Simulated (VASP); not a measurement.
# WS2 in VASP: settings compared

Aim: see how the results for WS2 move with the level of theory and the settings. Levels: vdW-DF2, PBE. Tasks: atomic charges.

All numbers are computed with VASP 6.6.1; they aren't measurements. Logs are shortened: lines on timing, memory, paths and dates and some standing lists are left out, and cuts for length are marked.

**1. The slab as given**

The cell holds a slab with vacuum, 9 atoms: a = 3.183 Å, b = 3.183 Å, c = 28.532 Å, α = 90.00°, β = 90.00°, γ = 120.00°.

**2. Atomic charges, vdW-DF2**

INCAR

```
PREC = Accurate ; ENCUT = 520
EDIFF = 1E-8 ; ISMEAR = -5
SIGMA = 0.05 ; LREAL = F
LASPH = T ; NELM = 80
ALGO = Normal ; ISIF = 2
LWAVE = F ; LCHARG = F
GGA = ML ; LUSE_VDW = T
AGGAC = 0.0 ; ZAB_VDW = -1.8867
LORBIT = 10
```

KPOINTS

```
regular mesh
0
Gamma
  10 10 1
```

POSCAR

```
WS2
1.0
    3.1829541699      0.0000000000      0.0000000000
   -1.5914770850      2.7565191702      0.0000000000
    0.0000000000      0.0000000000     28.5322178600
W S
3 6
Direct
    0.6666666667      0.3333333333      0.4343616800
    0.6666666667      0.3333333333      0.8855337800
    0.0000000000      0.0000000000      0.6592864300
    0.6666666667      0.3333333333      0.6046252100
    0.0000000000      0.0000000000      0.3797102500
    0.0000000000      0.0000000000      0.8308482800
    0.6666666667      0.3333333333      0.7139522100
    0.0000000000      0.0000000000      0.4890304200
    0.0000000000      0.0000000000      0.9401857300
```

Potentials or basis: VASP PAW PBE potentials, release 64 (W_sv, S).

Command:

```
$ cat potpaw_PBE.64/W_sv/POTCAR potpaw_PBE.64/S/POTCAR > POTCAR
$ mpirun -np 1 vasp_std > vasp.out
```

OUTCAR:

```text
PREC = Accurate
   ENCUT = 520
   EDIFF = 1E-8
   ISMEAR = -5
   LREAL = F
   LASPH = T
   NELM = 80
   ISIF = 2
   GGA = ML
   LORBIT = 10

 ion  position               nearest neighbor table
   1  0.667  0.333  0.434-   5 2.41   5 2.41   5 2.41   8 2.41   8 2.41   8 2.41
   2  0.667  0.333  0.886-   9 2.41   9 2.41   9 2.41   6 2.41   6 2.41   6 2.41
   3  0.000  0.000  0.659-   4 2.41   4 2.41   4 2.41   7 2.41   7 2.41   7 2.41
   4  0.667  0.333  0.605-   3 2.41   3 2.41   3 2.41
   5  0.000  0.000  0.380-   1 2.41   1 2.41   1 2.41
   6  0.000  0.000  0.831-   2 2.41   2 2.41   2 2.41
   7  0.667  0.333  0.714-   3 2.41   3 2.41   3 2.41
   8  0.000  0.000  0.489-   1 2.41   1 2.41   1 2.41
   9  0.000  0.000  0.940-   2 2.41   2 2.41   2 2.41

  LATTYP: Found a hexagonal cell.
 ALAT       =     3.1829541699
 C/A-ratio  =     8.9640680754

  Lattice vectors:

 A1 = (   3.1829541699,   0.0000000000,   0.0000000000)
 A2 = (  -1.5914770850,   2.7565191702,   0.0000000000)
 A3 = (   0.0000000000,   0.0000000000,  28.5322178600)

Analysis of symmetry for initial positions (statically):
=====================================================================
 Subroutine PRICEL returns:
 Original cell was already a primitive cell.

 Routine SETGRP: Setting up the symmetry group for a
 hexagonal supercell.

 Subroutine GETGRP returns: Found  6 space group operations
 (whereof  6 operations were pure point group operations)
 out of a pool of 24 trial point group operations.

The static configuration has the point symmetry C_3v.

Analysis of symmetry for dynamics (positions and initial velocities):
=====================================================================
 Subroutine PRICEL returns:
 Original cell was already a primitive cell.

 Routine SETGRP: Setting up the symmetry group for a
 hexagonal supercell.

 Subroutine GETGRP returns: Found  6 space group operations
 (whereof  6 operations were pure point group operations)
 out of a pool of 24 trial point group operations.

The dynamic configuration has the point symmetry C_3v.

 Subroutine INISYM returns: Found  6 space group operations
 (whereof  6 operations are pure point group operations),
 and found     1 'primitive' translations

----------------------------------------------------------------------------------------

                                     Primitive cell

  volume of cell :     250.3381

  direct lattice vectors                    reciprocal lattice vectors
     3.182954170  0.000000000  0.000000000     0.314173547  0.181388182  0.000000000
    -1.591477085  2.756519170  0.000000000     0.000000000  0.362776363  0.000000000
     0.000000000  0.000000000 28.532217860     0.000000000  0.000000000  0.035048099

  length of vectors
     3.182954170  3.182954170 28.532217860     0.362776363  0.362776363  0.035048099

  position of ions in fractional coordinates (direct lattice)
     0.666666667  0.333333333  0.434361680
     0.666666667  0.333333333  0.885533780
     0.000000000  0.000000000  0.659286430
     0.666666667  0.333333333  0.604625210
     0.000000000  0.000000000  0.379710250
     0.000000000  0.000000000  0.830848280
     0.666666667  0.333333333  0.713952210
     0.000000000  0.000000000  0.489030420
     0.000000000  0.000000000  0.940185730

  ion indices of the primitive-cell ions
   primitive index   ion index
                 1           1
                 2           2
                 3           3
                 4           4
                 5           5
                 6           6
                 7           7
                 8           8
                 9           9

----------------------------------------------------------------------------------------

 KPOINTS: regular mesh

Automatic generation of k-mesh.
 Grid dimensions read from file:
 generate k-points for:   10   10    1

 Generating k-lattice:

  Cartesian coordinates                     Fractional coordinates (reciprocal lattice)
     0.031417355  0.018138818  0.000000000     0.100000000 -0.000000000  0.000000000
     0.000000000  0.036277636  0.000000000     0.000000000  0.100000000  0.000000000
     0.000000000  0.000000000  0.035048099     0.000000000  0.000000000  1.000000000

  Length of vectors
     0.036277636  0.036277636  0.035048099

  Shift w.r.t. Gamma in fractional coordinates (k-lattice)
     0.000000000  0.000000000  0.000000000

 TETIRR: Found     55 inequivalent tetrahedra from      600

 Subroutine IBZKPT returns following result:
 ===========================================

 Found     14 irreducible k-points:

 Following reciprocal coordinates:
            Coordinates               Weight
  0.000000  0.000000  0.000000      1.000000
  0.100000  0.000000  0.000000      6.000000
  0.200000  0.000000  0.000000      6.000000
  0.300000  0.000000  0.000000      6.000000
  0.400000  0.000000  0.000000      6.000000
  0.500000  0.000000  0.000000      3.000000
  0.100000  0.100000  0.000000      6.000000
  0.200000  0.100000  0.000000     12.000000
  0.300000  0.100000  0.000000     12.000000
  0.400000  0.100000  0.000000     12.000000
  0.200000  0.200000  0.000000      6.000000
  0.300000  0.200000  0.000000     12.000000
  0.400000  0.200000  0.000000      6.000000
  0.300000  0.300000  0.000000      6.000000
   k-points           NKPTS =     14   k-points in BZ     NKDIM =     14   number of bands    NBANDS=     46
   number of dos      NEDOS =    301   number of ions     NIONS =      9
   total plane-waves  NPLWV = 124416
   dimension x,y,z NGX =    24 NGY =   24 NGZ =  216
   dimension x,y,z NGXF=    48 NGYF=   48 NGZF=  432
   ions per type =               3   6
   NGX,Y,Z   is equivalent  to a cutoff of  12.54, 12.54, 12.59 a.u.
   NGXF,Y,Z  is equivalent  to a cutoff of  25.07, 25.07, 25.17 a.u.
 SYSTEM =  unknown system
   PREC   = accura    normal or accurate (medium, high low for compatibility)
   ISTART =      0    job   : 0-new  1-cont  2-samecut
   ICHARG =      2    charge: 1-file 2-atom 10-const
   ISPIN  =      1    spin polarized calculation?
   LNONCOLLINEAR =      F non collinear calculations
   LSORBIT =      F    spin-orbit coupling
   LASPH  =      T    aspherical Exc in radial PAW
   ENCUT  =  520.0 eV  38.22 Ry    6.18 a.u.   5.92  5.92 53.05*2*pi/ulx,y,z
   NELM   =     80;   NELMIN=  2; NELMDL= -5     # of ELM steps
   EDIFF  = 0.1E-07   stopping-criterion for ELM
   LREAL  =      F    real-space projection
   EDIFFG = 0.1E-06   stopping-criterion for IOM
   NSW    =      0    number of steps for IOM
   IBRION =     -1    ionic relax: 0-MD 1-quasi-New 2-CG
   NFREE  =      0    steps in history (QN), initial steepest desc. (CG)
   ISIF   =      2    stress and relaxation
   ISYM   =      2    0-nonsym 1-usesym 2-fastsym
   POTIM  = 0.5000    time-step for ionic-motion
   TEBEG  =    0.0;   TEEND  =   0.0 temperature during run
   PSTRESS=    0.0 pullay stress
   NELECT =      78.0000    total number of electrons
   NUPDOWN=      -1.0000    fix difference up-down
   EMIN   =  10.00;   EMAX   =-10.00  energy-range for DOS
   EFERMI =   0.00;   METHOD = LEGACY
   ISMEAR =    -5;   SIGMA  =   0.05  broadening in eV -4-tet -1-fermi 0-gaus
   EFERMI_NEDOS =   21; number of points for ismear=-14 and -15
   IALGO  =     38    algorithm
   IMIX   =      4    mixing-type and parameters
     AMIX     =   0.40;   BMIX     =  1.00
     AMIX_MAG =   1.60;   BMIX_MAG =  1.00
  volume/ion in A,a.u.               =      27.82       187.71
  Fermi-wavevector in a.u.,A,eV,Ry     =   1.109849  2.097311 16.759190  1.231766
  Thomas-Fermi vector in A             =   2.246394
   LORBIT       =     10    0 simple, 1 ext, 2 COOP (PROOUT), +10 PAW based schemes
   GGA     = ML    functional components
   LHFCALC =     F    Hartree Fock is set to
   AEXX    =    0.0000 exact exchange contribution
   IVDW_NL    =     1    kernel type
   BPARAM     = 6.3000
   IVDW    =     0    specifies the selected vdW correction
   LEPSILON=     F    determine dielectric tensor
   LRPA    =     F    only Hartree local field effects (RPA)
 non-spin polarized calculation
 Fermi weights with tetrahedron method with Bloechl corrections
  energy-cutoff  :      520.00
  volume of cell :      250.34
 maximum number of plane-waves:      6792
 NGX is ok and might be reduce to    24
   NGX = 11   NGY = 11   NGZ =107

 number of electron      78.0000002 magnetization

 Free energy of the ion-electron system (eV)
  ---------------------------------------------------
  ext. energy  EPLUGINS =         0.00000000
  ---------------------------------------------------
  free energy    TOTEN  =       -45.69816925 eV

  energy without entropy =      -45.69816925  energy(sigma->0) =      -45.69816925

 E-fermi :   2.6358     XC(G=0):  -7.5927

 val. band max:        2.6239166355   @ k =   0.0000   0.0000   0.0000
 cond. band min:       4.0623185133   @ k =   0.2000   0.2000   0.0000
 fundamental gap:      1.4384018778
 Fermi energy:         2.6358368693

 k-point     1 :       0.0000    0.0000    0.0000
  band No.  band energies     occupation
      1     -71.8297      2.00000
      2     -71.8272      2.00000
      3     -71.8270      2.00000
      4     -36.0966      2.00000
      5     -36.0942      2.00000
      6     -36.0939      2.00000
[... 38 lines left out ...]
     45       5.1035      0.00000
     46       5.1693      0.00000
[... 596 lines left out ...]
      6     -36.2190      2.00000
[... 38 lines left out ...]
     45       5.8597      0.00000
     46       5.8984      0.00000

------------------------ aborting loop because EDIFF is reached ----------------------------------------

  FORCE on cell =-STRESS in cart. coord.  units (eV):
  Direction    XX          YY          ZZ          XY          YZ          ZX
  --------------------------------------------------------------------------------------
  -------------------------------------------------------------------------------------
  Total       12.9210501     12.9210501     11.3683326     -0.0000000     -0.0000000      0.0000000
  in kB       82.6954203     82.6954203     72.7579443     -0.0000000     -0.0000000      0.0000000
  external PRESSURE =      79.3829283 kB  Pullay stress =       0.0000000 kB

 VOLUME and BASIS-vectors are now :
 -----------------------------------------------------------------------------
  energy-cutoff  :      520.00
  volume of cell :      250.34
      direct lattice vectors                 reciprocal lattice vectors
     3.182954170  0.000000000  0.000000000     0.314173547  0.181388182  0.000000000
    -1.591477085  2.756519170  0.000000000     0.000000000  0.362776363  0.000000000
     0.000000000  0.000000000 28.532217860     0.000000000  0.000000000  0.035048099

 POSITION                                       TOTAL-FORCE (eV/Angst)
 -----------------------------------------------------------------------------------
      1.59148      0.91884     12.39330        -0.000000      0.000000     -0.008424
      1.59148      0.91884     25.26624         0.000000      0.000000     -0.000971
      0.00000      0.00000     18.81090         0.000000      0.000000      0.004387
      1.59148      0.91884     17.25130        -0.000000     -0.000000     -1.208252
      0.00000      0.00000     10.83398         0.000000     -0.000000     -1.214149
      0.00000      0.00000     23.70594         0.000000     -0.000000     -1.207672
      1.59148      0.91884     20.37064         0.000000     -0.000000      1.218190
      0.00000      0.00000     13.95312         0.000000     -0.000000      1.204323
      0.00000      0.00000     26.82558        -0.000000     -0.000000      1.212568
 -----------------------------------------------------------------------------------
    total drift:                               -0.000001      0.000001      0.000724

  FREE ENERGIE OF THE ION-ELECTRON SYSTEM (eV)
  ---------------------------------------------------
  free  energy   TOTEN  =       -45.6981692536 eV

  energy  without entropy=      -45.6981692536  energy(sigma->0) =      -45.69816925

Total vdW correction in eV:      9.9376639

 total charge

# of ion       s       p       d       tot
------------------------------------------
    1        2.320   6.316   3.381  12.018
    2        2.320   6.316   3.381  12.018
    3        2.320   6.316   3.382  12.018
    4        1.375   2.418   0.000   3.792
    5        1.374   2.418   0.000   3.792
    6        1.374   2.418   0.000   3.792
    7        1.374   2.418   0.000   3.792
    8        1.375   2.418   0.000   3.793
    9        1.374   2.418   0.000   3.792
--------------------------------------------------
tot         15.207  33.455  10.144  58.807
```

It took 9.9 min on 1 thread of Intel Xeon Platinum 8488C (Sapphire Rapids), shared host; peak memory 0.99 GiB.

What came out:

- Free energy: -45.6982 eV
- Largest force: 1.218 eV/Å
- Band gap on the k mesh: 1.44 eV, indirect (least direct gap 2.13 eV)
- Valence electrons inside the program's atomic spheres: W 12.02; S 3.79

Forces on the atoms (eV/Å):
```
W    0.000  0.000 -0.008
W    0.000  0.000 -0.001
W    0.000  0.000  0.004
S    0.000  0.000 -1.208
S    0.000  0.000 -1.214
S    0.000  0.000 -1.208
S    0.000  0.000  1.218
S    0.000  0.000  1.204
S    0.000  0.000  1.213
```

Caveat: the PAW data sets were made with another functional, which shifts forces and pressure a little; spin-orbit coupling is left out, which moves the levels of the heavy elements.

(Part 1 of 2 ends here.)
